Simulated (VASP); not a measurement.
## A VASP 6.6.1 single-point calculation on PbSe

INCAR

```
LASPH = .TRUE.
PREC = Accurate
LWAVE = .FALSE.
ENCUT = 520
LCHARG = .FALSE.
ISMEAR = -4
LREAL = .FALSE.
NBANDS = 17
NELM = 99
GGA = AM
ISIF = 2
ALGO = Damped
IBRION = -1
TIME = 0.1
NSW = 0
SIGMA = 0.2
EDIFF = 1E-7
```

KPOINTS

```
KPOINTS created by Atomic Simulation Environment
0
Gamma
8 8 8
0 0 0
```

POSCAR

```
Pb Se
 1.0000000000000000
     0.0000000000000000    3.0887022205000001    3.0887022205000001
     3.1504762649000000    0.0000000000000000    3.0887022205000001
     3.1504762649000000    3.0887022205000001    0.0000000000000000
 Pb  Se
   1   1
Cartesian
  0.0000000000000000  0.0000000000000000  0.0000000000000000
  3.1504762649000000  3.0887022205000001  3.0887022205000001
```

The recommended PBE PAW datasets give the neutral cell 20 valence electrons.

Command

```
mpirun -np 1 vasp_std
```

OSZICAR

```
N       E                     dE             d eps       ncg     rms           ort
DAV:   1     0.234404327437E+03    0.23440E+03   -0.88999E+03  1003   0.134E+03
DAV:   2     0.599481811342E+02   -0.17446E+03   -0.16973E+03  1003   0.353E+02
DAV:   3     0.879059881280E+01   -0.51158E+02   -0.49849E+02  1003   0.211E+02
DAV:   4    -0.539113958350E+01   -0.14182E+02   -0.14033E+02  1003   0.113E+02
DAV:   5    -0.831893620217E+01   -0.29278E+01   -0.29087E+01  1003   0.423E+01
SDA:   6    -0.775514565790E+01    0.56379E+00   -0.15724E+00  1003   0.157E+01   0.000E+00
DMP:   7    -0.789844732911E+01   -0.14330E+00   -0.18748E+00  1003   0.105E+01   0.129E+01
DMP:   8    -0.805907837390E+01   -0.16063E+00   -0.14181E+00  1003   0.569E+00   0.134E+01
DMP:   9    -0.817498548444E+01   -0.11591E+00   -0.85118E-01  1003   0.281E+00   0.898E+00
DMP:  10    -0.824173184776E+01   -0.66746E-01   -0.44632E-01  1003   0.143E+00   0.478E+00
...
DMP:  35    -0.832575994005E+01   -0.98348E-06   -0.83232E-06  1003   0.344E-05   0.769E-05
DMP:  36    -0.832576066806E+01   -0.72802E-06   -0.64992E-06  1003   0.271E-05   0.598E-05
DMP:  37    -0.832576125175E+01   -0.58369E-06   -0.51049E-06  1003   0.199E-05   0.491E-05
DMP:  38    -0.832576171037E+01   -0.45862E-06   -0.38364E-06  1003   0.138E-05   0.387E-05
DMP:  39    -0.832576204987E+01   -0.33950E-06   -0.27462E-06  1003   0.921E-06   0.288E-05
DMP:  40    -0.832576228732E+01   -0.23744E-06   -0.19053E-06  1003   0.617E-06   0.203E-05
DMP:  41    -0.832576244877E+01   -0.16145E-06   -0.13261E-06  1003   0.434E-06   0.141E-05
DMP:  42    -0.832576256101E+01   -0.11225E-06   -0.95309E-07  1003   0.321E-06   0.996E-06
DMP:  43    -0.832576264327E+01   -0.82258E-07   -0.69871E-07  1003   0.233E-06   0.734E-06
   1 F= -.83257626E+01 E0= -.83257626E+01  d E =0.000000E+00
```

Standard output (part)

```
POSCAR found type information on POSCAR PbSe
 POSCAR found :  2 types and       2 ions
 LDA part: xc-table for (Slater+PW92), standard interpolation
 POSCAR, INCAR and KPOINTS ok, starting setup
 WAVECAR not read
 entering main loop
|     ALGO=A and IALGO=5X tend to fail with the tetrahedron method (e.g.      |
|     Bloechl's method, ISMEAR=-5, is not variational). Please switch to      |
|     IMSEAR=0-n, except for DOS calculations. For DOS calculations use       |
|     IALGO=53 after pre-converging with ISMEAR>=0.                           |
|     I HOPE YOU KNOW WHAT YOU ARE DOING!                                     |
 final diagonalization occupied
```

From OUTCAR

```
k-points           NKPTS =     59   k-points in BZ     NKDIM =     59   number of bands    NBANDS=     17

   NELECT =      20.0000    total number of electrons

   dimension x,y,z NGX =    32 NGY =   36 NGZ =   36
   dimension x,y,z NGXF=    64 NGYF=   72 NGZF=   72

  energy-cutoff  :      520.00
  volume of cell :       60.11
      direct lattice vectors                 reciprocal lattice vectors
     0.000000000  3.088702221  3.088702221    -0.158706163  0.161880286  0.161880286
     3.150476265  0.000000000  3.088702221     0.158706163 -0.161880286  0.161880286
     3.150476265  3.088702221  0.000000000     0.158706163  0.161880286 -0.161880286

 k-points in reciprocal lattice and weights: KPOINTS created by Atomic Simulation Env
   0.00000000  0.00000000  0.00000000       0.002
   0.12500000  0.00000000  0.00000000       0.016
   0.25000000  0.00000000  0.00000000       0.016
   0.37500000 -0.00000000 -0.00000000       0.016
   0.50000000  0.00000000  0.00000000       0.008
   0.12500000  0.12500000  0.00000000       0.008
   0.25000000  0.12500000  0.00000000       0.031
   0.37500000  0.12500000 -0.00000000       0.031
   ...

 E-fermi :   4.4413

 k-point     1 :       0.0000    0.0000    0.0000
  band No.  band energies     occupation
      1     -12.3332      2.00000
      2     -12.3332      2.00000
      3     -12.3310      2.00000
      4     -12.3265      2.00000
      5     -12.3178      2.00000
      6      -8.7897      2.00000
      7      -1.9937      2.00000
      8       2.6952      2.00000
      9       2.6952      2.00000
     10       2.8643      2.00000
     11       8.7219      0.00000
     12       9.1465      0.00000
     13       9.1465      0.00000
     14      10.9527      0.00000
     15      11.0605      0.00000
     16      11.7655      0.00000
     17      12.7152      0.00000

 k-point     2 :       0.1250    0.0000    0.0000
  band No.  band energies     occupation
      1     -12.3338      2.00000
      2     -12.3313      2.00000
      3     -12.3310      2.00000
      4     -12.3233      2.00000
      5     -12.3192      2.00000
      6      -8.6805      2.00000
      7      -2.3256      2.00000
      8       2.7426      2.00000
      9       2.8153      2.00000
     10       2.9967      2.00000
     11       7.9161      0.00000
     12       8.3513      0.00000
     13       8.5122      0.00000
     14      10.8302      0.00000
     15      11.3165      0.00000
     16      11.3768      0.00000
     17      13.5632      0.00000

 k-point     3 :       0.2500    0.0000    0.0000
  band No.  band energies     occupation
      1     -12.3398      2.00000
      2     -12.3327      2.00000
      3     -12.3299      2.00000
      4     -12.3158      2.00000
      5     -12.3135      2.00000
      6      -8.3824      2.00000
      7      -3.0814      2.00000
      8       2.8787      2.00000
      9       2.9255      2.00000
     10       3.4470      2.00000
     11       6.5437      0.00000
     12       7.2702      0.00000
     13       7.4291      0.00000
     14      11.0010      0.00000
     15      12.1786      0.00000
     16      12.1948      0.00000
     17      15.9185      0.00000

 ...

  Total       -1.2216400     -0.5535521     -0.5535521      0.0000000      0.0000000     -0.0000000
  in kB      -32.5608364    -14.7540352    -14.7540352      0.0000000      0.0000000     -0.0000000
  external PRESSURE =     -20.6896356 kB  Pullay stress =       0.0000000 kB

 POSITION                                       TOTAL-FORCE (eV/Angst)
 -----------------------------------------------------------------------------------
      0.00000      0.00000      0.00000        -0.000000     -0.000000      0.000000
      3.15048      3.08870      3.08870         0.000000      0.000000     -0.000000
 -----------------------------------------------------------------------------------
    total drift:                                0.000000     -0.000000     -0.000000

  FREE ENERGIE OF THE ION-ELECTRON SYSTEM (eV)
  ---------------------------------------------------
  free  energy   TOTEN  =        -8.3257626433 eV

  energy  without entropy=       -8.3257626433  energy(sigma->0) =       -8.32576264
```

It converged. Results: gap between bands v and c on the k mesh 0.41 eV; least direct gap on the k mesh 0.41 eV; pressure -2.1 GPa. Band v is the last that the valence electrons fill when counted band by band, and c is the next.

For comparison, a separate PBE run of the intended cell, on usual settings and not on those above, gives a gap of 0.43 eV on its mesh and a pressure of 0.0 GPa.

The run above took about 1.9 min on one core of a shared host (Intel Xeon Platinum 8488C) and held 0.28 GiB at most.
